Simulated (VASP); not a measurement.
# TaC (Fm-3m) in VASP: a series of runs

Aim: see how the results for TaC move with the level of theory and the settings. Levels: PBE, LDA. Tasks: relaxation of cell and atoms.

Everything below comes from runs of VASP 6.6.1. Logs are shortened: lines on timing, memory, paths and dates and some standing lists are left out, and cuts for length are marked.

### 1 The crystal as given

Symmetry: Fm-3m, No. 225, cubic system. Conventional cell: a = 4.398 Å, b = 4.398 Å, c = 4.398 Å, α = 90.00°, β = 90.00°, γ = 90.00°. Ta (site symmetry m-3m) has 6 C at 2.20 Å as nearest neighbours. Around C (site symmetry m-3m) lie 6 Ta at 2.20 Å.

### 2 Relaxation of cell and atoms, PBE, target pressure 19.7 GPa, at which the enthalpy is minimised

Contents of INCAR:

```
SYSTEM = TaC
ALGO     = Normal         ! electronic algorithm
EDIFF    = 1E-7           ! SCF threshold, eV
EDIFFG   = -0.005         ! ionic threshold
ENCUT    = 600            ! plane-wave cutoff, eV
GGA      = PE             ! functional
IBRION   = 2              ! ionic algorithm
ISIF     = 3              ! what is computed and relaxed
ISMEAR   = 1              ! smearing method
LASPH    = .True.         ! aspherical terms in the spheres
LCHARG   = .False.        ! write CHGCAR
LREAL    = .False.        ! projectors in reciprocal space
LWAVE    = .False.        ! write WAVECAR
NELM     = 80             ! most SCF steps
NSW      = 90             ! ionic steps
PREC     = Accurate       ! precision mode
PSTRESS  = 197.0        
SIGMA    = 0.1            ! smearing width, eV
```

Contents of KPOINTS:

```
k-points
0
Gamma
  14 14 14
  0 0 0
```

Contents of POSCAR:

```
TaC                                     
1.0
   -0.0000000000      2.1991480294      2.1991480294
    2.1991480294      0.0000000000      2.1991480294
    2.1991480294      2.1991480294      0.0000000000
  Ta              C             
     1     1
Direct
     1.0000000000000000    1.0000000000000000    1.0000000000000000
     0.5000000000000000    0.5000000000000000    0.5000000000000000
```

Potentials or basis: VASP PAW PBE potentials, release 64 (Ta_pv, C).

On the command line:

```bash
> cat potpaw_PBE.64/Ta_pv/POTCAR potpaw_PBE.64/C/POTCAR > POTCAR
> mpirun -np 1 vasp_std > vasp.out
```

OUTCAR:

```text
SYSTEM = TaC
   EDIFF = 1E-7
   EDIFFG = -0.005
   ENCUT = 600
   GGA = PE
   IBRION = 2
   ISIF = 3
   ISMEAR = 1
   LASPH = .True.
   LREAL = .False.
   NELM = 80
   NSW = 90
   PREC = Accurate
   PSTRESS = 197.0

 ion  position               nearest neighbor table
   1  0.000  0.000  0.000-   2 2.20   2 2.20   2 2.20   2 2.20   2 2.20   2 2.20
   2  0.500  0.500  0.500-   1 2.20   1 2.20   1 2.20   1 2.20   1 2.20   1 2.20

  LATTYP: Found a face centered cubic cell.
 ALAT       =     4.3982960588

  Lattice vectors:

 A1 = (   0.0000000000,   2.1991480294,   2.1991480294)
 A2 = (   2.1991480294,   0.0000000000,   2.1991480294)
 A3 = (   2.1991480294,   2.1991480294,   0.0000000000)

Analysis of symmetry for initial positions (statically):
=====================================================================
 Subroutine PRICEL returns:
 Original cell was already a primitive cell.

 Routine SETGRP: Setting up the symmetry group for a
 face centered cubic supercell.

 Subroutine GETGRP returns: Found 48 space group operations
 (whereof 48 operations were pure point group operations)
 out of a pool of 48 trial point group operations.

The static configuration has the point symmetry O_h .

Analysis of symmetry for dynamics (positions and initial velocities):
=====================================================================
 Subroutine PRICEL returns:
 Original cell was already a primitive cell.

 Routine SETGRP: Setting up the symmetry group for a
 face centered cubic supercell.

 Subroutine GETGRP returns: Found 48 space group operations
 (whereof 48 operations were pure point group operations)
 out of a pool of 48 trial point group operations.

The dynamic configuration has the point symmetry O_h .

 Subroutine INISYM returns: Found 48 space group operations
 (whereof 48 operations are pure point group operations),
 and found     1 'primitive' translations

----------------------------------------------------------------------------------------

                                     Primitive cell

  volume of cell :      21.2713

  direct lattice vectors                    reciprocal lattice vectors
     0.000000000  2.199148029  2.199148029    -0.227360775  0.227360775  0.227360775
     2.199148029  0.000000000  2.199148029     0.227360775 -0.227360775  0.227360775
     2.199148029  2.199148029  0.000000000     0.227360775  0.227360775 -0.227360775

  length of vectors
     3.110064969  3.110064969  3.110064969     0.393800414  0.393800414  0.393800414

  position of ions in fractional coordinates (direct lattice)
     0.000000000  0.000000000  0.000000000
     0.500000000  0.500000000  0.500000000

  ion indices of the primitive-cell ions
   primitive index   ion index
                 1           1
                 2           2

----------------------------------------------------------------------------------------

 KPOINTS: k-points

Automatic generation of k-mesh.
 Grid dimensions read from file:
 generate k-points for:   14   14   14

 Generating k-lattice:

  Cartesian coordinates                     Fractional coordinates (reciprocal lattice)
    -0.016240055  0.016240055  0.016240055     0.071428571  0.000000000  0.000000000
     0.016240055 -0.016240055  0.016240055     0.000000000  0.071428571  0.000000000
     0.016240055  0.016240055 -0.016240055     0.000000000  0.000000000  0.071428571

  Length of vectors
     0.028128601  0.028128601  0.028128601

  Shift w.r.t. Gamma in fractional coordinates (k-lattice)
     0.000000000  0.000000000  0.000000000

 Subroutine IBZKPT returns following result:
 ===========================================

 Found    104 irreducible k-points:

 Following reciprocal coordinates:
            Coordinates               Weight
  0.000000  0.000000  0.000000      1.000000
  0.071429  0.000000  0.000000      8.000000
  0.142857  0.000000  0.000000      8.000000
  0.214286  0.000000  0.000000      8.000000
  0.285714  0.000000  0.000000      8.000000
  0.357143  0.000000  0.000000      8.000000
[... 16 lines left out ...]
  0.214286  0.142857  0.000000     24.000000
  0.285714  0.142857  0.000000     24.000000
 [... further k-points ...]
   k-points           NKPTS =    104   k-points in BZ     NKDIM =    104   number of bands    NBANDS=     11
   number of dos      NEDOS =    301   number of ions     NIONS =      2
   total plane-waves  NPLWV =  21952
   dimension x,y,z NGX =    28 NGY =   28 NGZ =   28
   dimension x,y,z NGXF=    56 NGYF=   56 NGZF=   56
   ions per type =               1   1
   NGX,Y,Z   is equivalent  to a cutoff of  14.97, 14.97, 14.97 a.u.
   NGXF,Y,Z  is equivalent  to a cutoff of  29.93, 29.93, 29.93 a.u.
 SYSTEM =  TaC
   PREC   = accura    normal or accurate (medium, high low for compatibility)
   ISTART =      0    job   : 0-new  1-cont  2-samecut
   ICHARG =      2    charge: 1-file 2-atom 10-const
   ISPIN  =      1    spin polarized calculation?
   LNONCOLLINEAR =      F non collinear calculations
   LSORBIT =      F    spin-orbit coupling
   LASPH  =      T    aspherical Exc in radial PAW
   ENCUT  =  600.0 eV  44.10 Ry    6.64 a.u.   6.21  6.21  6.21*2*pi/ulx,y,z
   NELM   =     80;   NELMIN=  2; NELMDL= -5     # of ELM steps
   EDIFF  = 0.1E-06   stopping-criterion for ELM
   LREAL  =      F    real-space projection
   EDIFFG = -.5E-02   stopping-criterion for IOM
   NSW    =     90    number of steps for IOM
   IBRION =      2    ionic relax: 0-MD 1-quasi-New 2-CG
   NFREE  =      1    steps in history (QN), initial steepest desc. (CG)
   ISIF   =      3    stress and relaxation
   ISYM   =      2    0-nonsym 1-usesym 2-fastsym
   POTIM  = 0.5000    time-step for ionic-motion
   TEBEG  =    0.0;   TEEND  =   0.0 temperature during run
   PSTRESS=  197.0 pullay stress
   NELECT =      15.0000    total number of electrons
   NUPDOWN=      -1.0000    fix difference up-down
   EMIN   =  10.00;   EMAX   =-10.00  energy-range for DOS
   EFERMI =   0.00;   METHOD = LEGACY
   ISMEAR =     1;   SIGMA  =   0.10  broadening in eV -4-tet -1-fermi 0-gaus
   EFERMI_NEDOS =   21; number of points for ismear=-14 and -15
   IALGO  =     38    algorithm
   IMIX   =      4    mixing-type and parameters
     AMIX     =   0.40;   BMIX     =  1.00
     AMIX_MAG =   1.60;   BMIX_MAG =  1.00
  volume/ion in A,a.u.               =      10.64        71.77
  Fermi-wavevector in a.u.,A,eV,Ry     =   1.457161  2.753634 28.889487  2.123317
  Thomas-Fermi vector in A             =   2.573995
   LORBIT       =      0    0 simple, 1 ext, 2 COOP (PROOUT), +10 PAW based schemes
   GGA     = PE    functional components
   LHFCALC =     F    Hartree Fock is set to
   AEXX    =    0.0000 exact exchange contribution
   IVDW    =     0    specifies the selected vdW correction
   LEPSILON=     F    determine dielectric tensor
   LRPA    =     F    only Hartree local field effects (RPA)
 conjugate gradient relaxation of ions
 non-spin polarized calculation
 Methfessel and Paxton  Order N= 1 SIGMA  =   0.10
  energy-cutoff  :      600.00
  volume of cell :       21.27
 maximum number of plane-waves:       725
 NGX is ok and might be reduce to    28
   NGX = 13   NGY = 13   NGZ = 13

 number of electron      15.0000000 magnetization

 Free energy of the ion-electron system (eV)
  ---------------------------------------------------
  ext. energy  EPLUGINS =         0.00000000
  ---------------------------------------------------
  free energy    TOTEN  =       -22.12824300 eV

  energy without entropy =      -22.12783203  energy(sigma->0) =      -22.12810601

 E-fermi :   8.8946     XC(G=0): -13.4069

 val. band max:        8.8684862394   @ k =  -0.2143   0.1429   0.0000
 cond. band min:       8.9210887388   @ k =   0.1429   0.0714   0.0000
 fundamental gap:      0.0526024994
 Fermi energy:         8.8945608356

 k-point     1 :       0.0000    0.0000    0.0000
  band No.  band energies     occupation
      1     -26.1494      2.00000
      2     -26.1494      2.00000
      3     -26.1494      2.00000
      4      -6.3046      2.00000
      5       7.3904      2.00000
      6       7.3904      2.00000
      7       7.3904      2.00000
      8       8.2774      2.00000
      9       8.2774      2.00000
     10       8.2774      2.00000
     11       9.4961     -0.00000

 k-point     2 :       0.0714    0.0000    0.0000
  band No.  band energies     occupation
      1     -26.1932      2.00000
      2     -26.1536      2.00000
      3     -26.1536      2.00000
      4      -6.1516      2.00000
      5       6.6308      2.00000
      6       7.0185      2.00000
      7       7.0185      2.00000
      8       7.8983      2.00000
      9       7.8983      2.00000
     10       8.7333      2.04498
     11      10.5486     -0.00000

 k-point     3 :       0.1429    0.0000    0.0000
  band No.  band energies     occupation
      1     -26.3142      2.00000
      2     -26.1656      2.00000
      3     -26.1656      2.00000
      4      -5.7094      2.00000
      5       5.3872      2.00000
      6       5.9524      2.00000
      7       5.9524      2.00000
      8       8.2065      2.00000
      9       8.2065      2.00000
     10       9.2153     -0.00006
     11      12.1913      0.00000

 k-point     4 :       0.2143    0.0000    0.0000
  band No.  band energies     occupation
      1     -26.4845      2.00000
      2     -26.1828      2.00000
      3     -26.1828      2.00000
      4      -5.0240      2.00000
      5       4.0643      2.00000
      6       4.9542      2.00000
      7       4.9542      2.00000
      8       8.8470      1.71328
      9       8.8470      1.71328
     10       9.6343     -0.00000
     11      13.9537      0.00000

 k-point     5 :       0.2857    0.0000    0.0000
  band No.  band energies     occupation
      1     -26.6676      2.00000
      2     -26.2018      2.00000
      3     -26.2018      2.00000
      4      -4.1604      2.00000
      5       2.7679      2.00000
      6       4.1489      2.00000
      7       4.1489      2.00000
      8       9.6847     -0.00000
      9       9.6847     -0.00000
     10      10.1604     -0.00000
     11      15.7176      0.00000
[... 211 lines left out ...]
 k-point    21 :      -0.0714    0.0714    0.0000
  band No.  band energies     occupation
      1     -26.2524      2.00000
      2     -26.1786      2.00000
      3     -26.1527      2.00000
      4      -5.9043      2.00000
      5       5.9800      2.00000
      6       6.2497      2.00000
      7       6.3008      2.00000
      8       7.6208      2.00000
      9       8.6351      2.00150
     10       9.2493     -0.00001
     11      10.6972     -0.00000

 k-point    22 :       0.1429    0.1429    0.0000
  band No.  band energies     occupation
      1     -26.3023      2.00000
      2     -26.2040      2.00000
      3     -26.2040      2.00000
      4      -5.5492      2.00000
      5       4.5136      2.00000
      6       6.4689      2.00000
      7       6.4689      2.00000
      8       6.5122      2.00000
      9       9.8296     -0.00000
     10      10.2544     -0.00000
     11      10.2544     -0.00000

 k-point    23 :       0.2143    0.1429    0.0000
  band No.  band energies     occupation
      1     -26.4122      2.00000
      2     -26.2300      2.00000
      3     -26.2210      2.00000
      4      -5.0947      2.00000
      5       3.6444      2.00000
      6       5.5222      2.00000
      7       6.0580      2.00000
      8       6.9587      2.00000
      9       9.8733     -0.00000
     10      10.7934     -0.00000
     11      11.5210      0.00000

 k-point    24 :       0.2857    0.1429    0.0000
  band No.  band energies     occupation
      1     -26.5633      2.00000
      2     -26.2539      2.00000
      3     -26.2403      2.00000
      4      -4.4558      2.00000
      5       2.8276      2.00000
      6       4.6243      2.00000
      7       5.3441      2.00000
      8       7.5208      2.00000
      9      10.4090     -0.00000
     10      11.2504      0.00000
     11      13.0116      0.00000

 [... further k-points ...]

------------------------ aborting loop because EDIFF is reached ----------------------------------------

  FORCE on cell =-STRESS in cart. coord.  units (eV):
  Direction    XX          YY          ZZ          XY          YZ          ZX
  --------------------------------------------------------------------------------------
  -------------------------------------------------------------------------------------
  Total        2.6113777      2.6113777      2.6113777      0.0000000      0.0000000      0.0000000
  in kB      196.6920861    196.6920861    196.6920861      0.0000000      0.0000000      0.0000000
  external PRESSURE =      -0.3079139 kB  Pullay stress =     197.0000000 kB

 VOLUME and BASIS-vectors are now :
 -----------------------------------------------------------------------------
  energy-cutoff  :      600.00
  volume of cell :       21.27
      direct lattice vectors                 reciprocal lattice vectors
     0.000000000  2.199148029  2.199148029    -0.227360775  0.227360775  0.227360775
     2.199148029  0.000000000  2.199148029     0.227360775 -0.227360775  0.227360775
     2.199148029  2.199148029  0.000000000     0.227360775  0.227360775 -0.227360775

 POSITION                                       TOTAL-FORCE (eV/Angst)
 -----------------------------------------------------------------------------------
      0.00000      0.00000      0.00000         0.000000      0.000000      0.000000
      2.19915      2.19915      2.19915         0.000000     -0.000000     -0.000000
 -----------------------------------------------------------------------------------
    total drift:                                0.000000      0.000000      0.000000

  FREE ENERGIE OF THE ION-ELECTRON SYSTEM (eV)
  ---------------------------------------------------
  free  energy   TOTEN  =       -22.1282430019 eV

  energy  without entropy=      -22.1278320276  energy(sigma->0) =      -22.12810601

  enthalpy is  TOTEN    =       -19.5127772933 eV   P V=        2.6154657086

 reached required accuracy - stopping structural energy minimisation
```

Wall time 18 s (1 thread of AMD EPYC 9R45 (Zen 5), shared host); peak memory 0.15 GiB.

Results:

| Item | Value |
| --- | --- |
| Free energy | -22.1282 eV |
| Pressure after relaxing | 19.7 GPa |
| Band gap on the k mesh | none (metal or under the smearing width) |

Final structure:
```
CELL_PARAMETERS angstrom
0.00000 2.19915 2.19915
2.19915 0.00000 2.19915
2.19915 2.19915 0.00000
ATOMIC_POSITIONS crystal
Ta 0.00000 0.00000 0.00000
C 0.50000 0.50000 0.50000
```

Caveat: the relaxation stopped at its first step, so nothing moved; the cell is relaxed towards a set pressure, so the enthalpy falls and the energy may rise. The run has no spin-orbit coupling, so splittings on Ta are missing.

### 3 Relaxation of cell and atoms, LDA, target pressure 19.7 GPa, at which the enthalpy is minimised

This run uses another cell than the first one, of 10.99 Å³/atom, 1.033 times its volume.

Contents of INCAR:

```
ALGO     = Normal         # electronic algorithm
EDIFF    = 1E-6           # SCF threshold, eV
EDIFFG   = -0.01          # ionic threshold
ENCUT    = 600            # plane-wave cutoff, eV
GGA      = CA             # functional
IBRION   = 2              # ionic algorithm
ISIF     = 3              # what is computed and relaxed
ISMEAR   = 1              # smearing method
LASPH    = True           # aspherical terms in the spheres
LCHARG   = False          # write CHGCAR
LREAL    = False          # projectors in reciprocal space
LWAVE    = False          # write WAVECAR
NELM     = 80             # most SCF steps
NSW      = 90             # ionic steps
PREC     = Accurate       # precision mode
PSTRESS  = 197.0        
SIGMA    = 0.1            # smearing width, eV
```

Contents of KPOINTS:

```
k-points
0
Gamma
  14 14 14
```

Contents of POSCAR:

```
TaC
1.0
    0.0000000000      2.2230000000      2.2230000000
    2.2230000000      0.0000000000      2.2230000000
    2.2230000000      2.2230000000      0.0000000000
Ta C
1 1
Direct
    0.0000000000      0.0000000000      0.0000000000
    0.5000000000      0.5000000000      0.5000000000
```

Potentials or basis: VASP PAW LDA potentials, release 64 (Ta_pv, C).

On the command line:

```bash
> cat potpaw_LDA.64/Ta_pv/POTCAR potpaw_LDA.64/C/POTCAR > POTCAR
> mpirun -np 1 vasp_std > vasp.out
```

Run time: 40 s. Hardware: 1 thread of Intel Xeon 6975P-C (Granite Rapids), shared host; peak memory 0.18 GiB.

The run converged. Its results:

- Free energy: -24.2249 eV
- Relaxed volume: 10.28 Å³/atom
- Relaxed cell: a = 3.075 Å, b = 3.075 Å, c = 3.075 Å, α = 60.00°, β = 60.00°, γ = 60.00°
- Space group after relaxing (to 0.05 Å): Fm-3m (No. 225)
- Energy change on relaxing (the enthalpy is what falls): +27.6 meV/atom
- Ionic steps: 5
- Pressure after relaxing: 19.8 GPa
- Band gap on the k mesh: none (metal or under the smearing width)

The path:
```csv
step,energy change (eV),largest force (eV/Å),pressure (GPa),volume (Å³)
1,0.0000,0.0000,-5.85,21.97
2,1.7720,0.0000,148.73,16.86
3,0.0418,0.0000,17.35,20.67
4,0.0519,0.0000,19.20,20.58
5,0.0553,0.0000,19.77,20.55
```

Final structure:
```cif
data_structure
_symmetry_space_group_name_H-M 'P 1'
_symmetry_Int_Tables_number 1
_cell_length_a 3.0746
_cell_length_b 3.0746
_cell_length_c 3.0746
_cell_angle_alpha 60.000
_cell_angle_beta 60.000
_cell_angle_gamma 60.000
_cell_volume 20.55
loop_
_atom_site_label
_atom_site_type_symbol
_atom_site_fract_x
_atom_site_fract_y
_atom_site_fract_z
_atom_site_occupancy
Ta1 Ta 0.00000 0.00000 0.00000 1
C1 C 0.50000 0.50000 0.50000 1
```

Levels at points of the mesh, in eV from the Fermi level:
```csv
k point,band 4,band 5,band 6,band 7,band 8,band 9,band 10,band 11
"(0.00, 0.00, 0.00)",-15.23,-1.60,-1.60,-1.60,-0.58,-0.58,-0.58,0.62
"(0.50, 0.00, 0.00)",-10.18,-9.29,-5.98,-5.98,2.90,2.90,4.00,5.68
"(0.50, 0.50, 0.00)",-13.12,-5.09,-4.60,-1.80,-1.80,2.80,4.44,4.44
```

Caveat: the cell is relaxed towards a set pressure, so the enthalpy falls and the energy may rise. Zero-point motion and thermal expansion aren't in these numbers.

[end of part 1 of 2]
